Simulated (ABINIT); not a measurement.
# Si (Fd-3m) in ABINIT: single point with PBE

Aim: the single point of Si with PBE.

Everything below comes from runs of ABINIT 10.8.3 (patched build). Logs are shortened: lines on timing, memory, paths and dates and some standing lists are left out, and cuts for length are marked. The log counts tension as positive stress, the text compression.

### 1 The structure

Symmetry: Fd-3m, No. 227, cubic system. The conventional cell has a = 5.444 Å, b = 5.444 Å, c = 5.444 Å, α = 90.00°, β = 90.00°, γ = 90.00°. Around Si (site symmetry -43m) lie 4 Si at 2.36 Å.

### 2 Single point, PBE

run.abi

```
# Pseudopotentials
pp_dirpath "./"
pseudos "Si.upf"

# Structure
acell 7.2740828278 7.2740828278 7.2740828278
rprim
     0.0000000000     0.7071067812     0.7071067812
     0.7071067812     0.0000000000     0.7071067812
     0.7071067812     0.7071067812     0.0000000000
ntypat 1
znucl 14
natom 2
typat 1 1
xred
     0.5000000000     0.5000000000     0.5000000000
     0.7500000000     0.7500000000     0.7500000000

# Plane-wave basis
ecut 380.959407 eV

# k points
kptopt 1
ngkpt 6 6 6
nshiftk 1
shiftk 0.0 0.0 0.0

# Exchange and correlation
ixc 11

# Bands and occupations
nband 8
occopt 3
tsmear 0.05 eV

# SCF cycle
nstep 100
tolvrs 1.0e-10

# Output
iomode 3
prtwf 0
prtden 0
prteig 0
prtebands 0
prtvol 2
```

Potentials or basis: PseudoDojo NC SR PBE v0.4.1 standard.

The run is started by

```
> abinit run.abi > log 2>&1
```

run.abo:

```text
.Version 10.8.3 of ABINIT
 Symmetries : space group Fd -3 m (#227); Bravais cF (face-center cubic)
================================================================================
 Values of the parameters that define the memory need of the present run
     intxc =       0    ionmov =       0      iscf =       7    lmnmax =       6
     lnmax =       6     mgfft =      27  mpssoang =       3    mqgrid =    3001
     natom =       2  nloc_mem =       1    nspden =       1   nspinor =       1
    nsppol =       1      nsym =      48    n1xccc =    2501    ntypat =       1
    occopt =       3   xclevel =       2
       mpw =         692          nfft =       19683          nkpt =          16
================================================================================
================================================================================

--------------------------------------------------------------------------------
------------- Echo of variables that govern the present computation ------------
--------------------------------------------------------------------------------
 -outvars: echo values of preprocessed input variables --------
            acell      7.2740828278E+00  7.2740828278E+00  7.2740828278E+00 Bohr
              amu      2.80855000E+01
             ecut      1.40000000E+01 Hartree
              ixc          11
         kptrlatt        6    0    0      0    6    0      0    0    6
          kptrlen      4.36444970E+01
            natom           2
            nband           8
            ngfft          27      27      27
             nkpt          16
            nstep         100
             nsym          48
           ntypat           1
           occopt           3
           prtden           0
        prtebands           0
           prteig           0
           prtvol           2
            prtwf           0
            rprim      0.0000000000E+00  7.0710678120E-01  7.0710678120E-01
                       7.0710678120E-01  0.0000000000E+00  7.0710678120E-01
                       7.0710678120E-01  7.0710678120E-01  0.0000000000E+00
          spgroup         227
           tolvrs      1.00000000E-10
           tsmear      1.83746611E-03 Hartree
            typat      1  1
           xangst      2.7218511847E+00  2.7218511847E+00  2.7218511847E+00
                       4.0827767770E+00  4.0827767770E+00  4.0827767770E+00
            xcart      5.1435532945E+00  5.1435532945E+00  5.1435532945E+00
                       7.7153299418E+00  7.7153299418E+00  7.7153299418E+00
             xred      5.0000000000E-01  5.0000000000E-01  5.0000000000E-01
                       7.5000000000E-01  7.5000000000E-01  7.5000000000E-01
            znucl       14.00000

================================================================================

 chkinp: Checking input parameters for consistency.

================================================================================
== DATASET  1 ==================================================================

--- !DatasetInfo
iteration_state: {dtset: 1, }
dimensions: {natom: 2, nkpt: 16, mband: 8, nsppol: 1, nspinor: 1, nspden: 1, mpw: 692, }
cutoff_energies: {ecut:  14.0, pawecutdg:  -1.0, }
electrons: {nelect:   8.00000000E+00, charge:   0.00000000E+00, occopt:   3.00000000E+00, tsmear:   1.83746611E-03, }
meta: {optdriver: 0, ionmov: 0, optcell: 0, iscf: 7, paral_kgb: 0, }
...

 Exchange-correlation functional for the present dataset will be:
  GGA: Perdew-Burke-Ernzerhof functional - ixc=11
  J.P.Perdew, K.Burke, M.Ernzerhof, PRL 77, 3865 (1996)

 Real(R)+Recip(G) space primitive vectors, cartesian coordinates (Bohr,Bohr^-1):
 R(1)=  0.0000000  5.1435533  5.1435533  G(1)= -0.0972091  0.0972091  0.0972091
 R(2)=  5.1435533  0.0000000  5.1435533  G(2)=  0.0972091 -0.0972091  0.0972091
 R(3)=  5.1435533  5.1435533  0.0000000  G(3)=  0.0972091  0.0972091 -0.0972091
 Unit cell volume ucvol=  2.7215714E+02 bohr^3
 Angles (23,13,12)=  6.00000000E+01  6.00000000E+01  6.00000000E+01 degrees

 getcut: wavevector=  0.0000  0.0000  0.0000  ngfft=  27  27  27
         ecut(hartree)=     14.000   => boxcut(ratio)=   2.12524

--- Pseudopotential description ------------------------------------------------
- pspini: atom type   1  psp file is ./Si.upf
12 -101130 2 -1 1510                          pspcod,pspxc,lmax,lloc,mmax
     nproj     2     2     2

   1.49491450E+02                                ecore*ucvol(ha*bohr**3)
--------------------------------------------------------------------------------

================================================================================

--- !BeginCycle
iteration_state: {dtset: 1, }
solver: {iscf: 7, nstep: 100, nline: 4, wfoptalg: 0, }
tolerances: {tolvrs: 1.00E-10, }
...
[... 53 lines left out ...]

 Mean square residual over all n,k,spin=   58.307E-08; max=  69.448E-06
   0.0000  0.0000  0.0000    1  1.66548E-15 kpt; spin; max resid(k); each band:
  1.67E-15 3.58E-16 1.86E-16 8.91E-17 1.42E-15 6.55E-16 4.75E-16 9.58E-16
   0.1667  0.0000  0.0000    1  1.50635E-12 kpt; spin; max resid(k); each band:
  1.75E-15 1.55E-15 3.40E-16 2.10E-16 2.98E-15 3.29E-16 1.82E-16 1.51E-12
   0.3333  0.0000  0.0000    1  6.94484E-05 kpt; spin; max resid(k); each band:
  1.54E-15 3.62E-15 1.65E-16 2.33E-16 4.00E-15 4.71E-16 1.14E-15 6.94E-05
   0.5000  0.0000  0.0000    1  7.95797E-14 kpt; spin; max resid(k); each band:
  1.25E-15 3.30E-15 1.09E-16 1.40E-16 3.64E-15 4.57E-16 1.68E-16 7.96E-14
   0.1667  0.1667  0.0000    1  1.69057E-12 kpt; spin; max resid(k); each band:
  2.99E-15 1.50E-16 1.72E-16 3.73E-16 2.86E-15 3.26E-13 1.04E-14 1.69E-12
   0.3333  0.1667  0.0000    1  4.56910E-15 kpt; spin; max resid(k); each band:
  2.82E-15 2.07E-15 2.89E-15 3.10E-16 4.26E-15 3.31E-15 4.57E-15 5.06E-16
   0.5000  0.1667  0.0000    1  1.85103E-14 kpt; spin; max resid(k); each band:
  7.47E-16 4.51E-15 3.76E-15 3.93E-16 3.66E-15 9.14E-15 8.92E-16 1.85E-14
  -0.3333  0.1667  0.0000    1  4.52006E-07 kpt; spin; max resid(k); each band:
  1.39E-15 3.99E-15 3.34E-15 3.46E-16 7.86E-15 2.59E-14 5.08E-15 4.52E-07
  -0.1667  0.1667  0.0000    1  4.02568E-09 kpt; spin; max resid(k); each band:
  3.26E-15 1.10E-15 3.24E-15 2.42E-16 1.01E-15 5.48E-15 1.04E-14 4.03E-09
   0.3333  0.3333  0.0000    1  4.50536E-13 kpt; spin; max resid(k); each band:
  2.30E-15 4.39E-17 2.93E-16 1.58E-16 6.02E-15 3.94E-15 1.83E-13 4.51E-13
   0.5000  0.3333  0.0000    1  8.56936E-14 kpt; spin; max resid(k); each band:
  1.04E-15 2.96E-16 4.31E-15 1.62E-16 6.45E-15 8.89E-15 8.57E-14 2.12E-14
  -0.3333  0.3333  0.0000    1  3.41410E-06 kpt; spin; max resid(k); each band:
  5.86E-16 6.59E-16 8.78E-15 2.97E-16 2.61E-15 3.74E-11 3.52E-09 3.41E-06
   0.5000  0.5000  0.0000    1  1.24642E-06 kpt; spin; max resid(k); each band:
  8.02E-16 7.99E-16 7.20E-17 8.91E-17 3.55E-15 3.43E-15 6.25E-08 1.25E-06
   0.5000  0.3333  0.1667    1  1.46752E-11 kpt; spin; max resid(k); each band:
  1.57E-15 3.24E-16 4.31E-15 2.05E-15 5.84E-15 6.72E-15 2.65E-15 1.47E-11
  -0.3333  0.3333  0.1667    1  1.86476E-09 kpt; spin; max resid(k); each band:
  3.65E-16 2.87E-15 6.56E-15 2.92E-15 1.34E-14 1.06E-14 5.55E-12 1.86E-09
  -0.3333  0.5000  0.1667    1  1.21926E-14 kpt; spin; max resid(k); each band:
  3.38E-16 3.39E-16 4.54E-15 4.43E-15 1.12E-14 1.12E-14 1.17E-14 1.22E-14
 reduced coordinates (array xred) for    2 atoms
       0.500000000000      0.500000000000      0.500000000000
       0.750000000000      0.750000000000      0.750000000000
 rms dE/dt=  3.8865E-29; max dE/dt=  8.4145E-29; dE/dt below (all hartree)
    1      -0.000000000000     -0.000000000000      0.000000000000
    2       0.000000000000      0.000000000000     -0.000000000000

 cartesian coordinates (angstrom) at end:
    1      2.72185118469323     2.72185118469323     2.72185118469323
    2      4.08277677703985     4.08277677703985     4.08277677703985

 cartesian forces (hartree/bohr) at end:
    1     -0.00000000000000    -0.00000000000000     0.00000000000000
    2      0.00000000000000     0.00000000000000    -0.00000000000000
 frms,max,avg= 6.1935481E-30 8.1796725E-30   0.000E+00  0.000E+00  0.000E+00 h/b

 cartesian forces (eV/Angstrom) at end:
    1     -0.00000000000000    -0.00000000000000     0.00000000000000
    2      0.00000000000000     0.00000000000000    -0.00000000000000
 frms,max,avg= 3.1848505E-28 4.2061567E-28   0.000E+00  0.000E+00  0.000E+00 e/A
 length scales=  7.274082827800  7.274082827800  7.274082827800 bohr
              =  3.849278860081  3.849278860081  3.849278860081 angstroms
 Fermi (or HOMO) energy (hartree) =   0.16993   Average Vxc (hartree)=  -0.34024
 Eigenvalues (hartree) for nkpt=  16  k points:
 kpt#   1, nband=  8, wtk=  0.00463, kpt=  0.0000  0.0000  0.0000 (reduced coord)
  -0.28011    0.15785    0.15785    0.15785    0.25160    0.25160    0.25160    0.27767
      occupation numbers for kpt#   1
   2.00000    1.99722    1.99722    1.99722    0.00000    0.00000    0.00000    0.00000
 kpt#   2, nband=  8, wtk=  0.03704, kpt=  0.1667  0.0000  0.0000 (reduced coord)
  -0.26693    0.07037    0.14135    0.14135    0.24303    0.27532    0.27532    0.35547
      occupation numbers for kpt#   2
   2.00000    2.00000    2.00000    2.00000    0.00000    0.00000    0.00000    0.00000
 kpt#   3, nband=  8, wtk=  0.03704, kpt=  0.3333  0.0000  0.0000 (reduced coord)
  -0.22987   -0.03764    0.12117    0.12117    0.22136    0.28650    0.28650    0.45017
      occupation numbers for kpt#   3
   2.00000    2.00000    2.00000    2.00000    0.00000    0.00000    0.00000    0.00000
 kpt#   4, nband=  8, wtk=  0.01852, kpt=  0.5000  0.0000  0.0000 (reduced coord)
  -0.19514   -0.09728    0.11390    0.11390    0.21307    0.28056    0.28056    0.44156
      occupation numbers for kpt#   4
   2.00000    2.00000    2.00000    2.00000    0.00000    0.00000    0.00000    0.00000
 kpt#   5, nband=  8, wtk=  0.02778, kpt=  0.1667  0.1667  0.0000 (reduced coord)
[... 32 lines left out ...]
  -0.12882   -0.12882    0.05353    0.05353    0.18437    0.18437    0.52644    0.52644
      occupation numbers for kpt#  13
   2.00000    2.00000    2.00000    2.00000    0.00078    0.00078    0.00000    0.00000
 kpt#  14, nband=  8, wtk=  0.11111, kpt=  0.5000  0.3333  0.1667 (reduced coord)
  -0.19656   -0.04940    0.02745    0.07397    0.26250    0.29450    0.31250    0.41644
      occupation numbers for kpt#  14
   2.00000    2.00000    2.00000    2.00000    0.00000    0.00000    0.00000    0.00000
 kpt#  15, nband=  8, wtk=  0.11111, kpt= -0.3333  0.3333  0.1667 (reduced coord)
  -0.16070   -0.09313    0.01134    0.05697    0.28134    0.28789    0.38158    0.39616
      occupation numbers for kpt#  15
   2.00000    2.00000    2.00000    2.00000    0.00000    0.00000    0.00000    0.00000
 kpt#  16, nband=  8, wtk=  0.05556, kpt= -0.3333  0.5000  0.1667 (reduced coord)
  -0.12450   -0.12450    0.02475    0.02475    0.25885    0.25885    0.40534    0.40534
      occupation numbers for kpt#  16
   2.00000    2.00000    2.00000    2.00000    0.00000    0.00000    0.00000    0.00000
 Total charge density [el/Bohr^3]
)     Maximum=    8.4631E-02  at reduced coord.    0.6296    0.6296    0.6296
)Next maximum=    8.4631E-02  at reduced coord.    0.1111    0.6296    0.6296
)     Minimum=    2.7636E-03  at reduced coord.    0.7407    0.7407    0.7407
)Next minimum=    2.7636E-03  at reduced coord.    0.7778    0.7407    0.7407
   Integrated=    8.0000E+00

--- !EnergyTerms
iteration_state     : {dtset: 1, }
comment             : Components of total free energy in Hartree
kinetic             :  3.06314098434956E+00
hartree             :  5.52901709620182E-01
xc                  : -3.08877448904468E+00
Ewald energy        : -8.37832950983799E+00
psp_core            :  5.49283591482567E-01
local_psp           : -2.31058317734254E+00
non_local_psp       :  1.15089616112508E+00
internal            : -8.46146472964783E+00
'-kT*entropy'       : -1.17367027570319E-06
total_energy        : -8.46146590331810E+00
total_energy_eV     : -2.30248216902387E+02
band_energy         : -2.20707295694291E-01
...

 Cartesian components of stress tensor (hartree/bohr^3)
  sigma(1 1)= -4.36016936E-05  sigma(3 2)=  0.00000000E+00
  sigma(2 2)= -4.36016936E-05  sigma(3 1)=  0.00000000E+00
  sigma(3 3)= -4.36016936E-05  sigma(2 1)=  0.00000000E+00

-Cartesian components of stress tensor (GPa)         [Pressure=  1.2828E+00 GPa]
- sigma(1 1)= -1.28280612E+00  sigma(3 2)=  0.00000000E+00
- sigma(2 2)= -1.28280612E+00  sigma(3 1)=  0.00000000E+00
- sigma(3 3)= -1.28280612E+00  sigma(2 1)=  0.00000000E+00

== END DATASET(S) ==============================================================
================================================================================

 -outvars: echo values of variables after computation  --------
            acell      7.2740828278E+00  7.2740828278E+00  7.2740828278E+00 Bohr
           etotal     -8.4614659033E+00
            fcart     -4.9078035205E-30 -4.9078035205E-30  8.1796725342E-30
                       4.9078035205E-30  4.9078035205E-30 -8.1796725342E-30
            rprim      0.0000000000E+00  7.0710678120E-01  7.0710678120E-01
                       7.0710678120E-01  0.0000000000E+00  7.0710678120E-01
                       7.0710678120E-01  7.0710678120E-01  0.0000000000E+00
           strten     -4.3601693648E-05 -4.3601693648E-05 -4.3601693648E-05
                       0.0000000000E+00  0.0000000000E+00  0.0000000000E+00
           xangst      2.7218511847E+00  2.7218511847E+00  2.7218511847E+00
                       4.0827767770E+00  4.0827767770E+00  4.0827767770E+00
             xred      5.0000000000E-01  5.0000000000E-01  5.0000000000E-01
                       7.5000000000E-01  7.5000000000E-01  7.5000000000E-01
 Calculation completed.
```

Wall time 2.3 s (1 thread of Intel Xeon Platinum 8488C (Sapphire Rapids), shared host); peak memory 0.06 GiB.

Results:

```
Free energy                                           : -230.2482 eV
Pressure                                              : 1.3 GPa
Band gap on the k mesh                                : 0.72 eV, indirect (least direct gap 2.55 eV)
Valence electrons inside the program's atomic spheres : Si 1.79, 1.75 (radii [1.0584] Å)
```
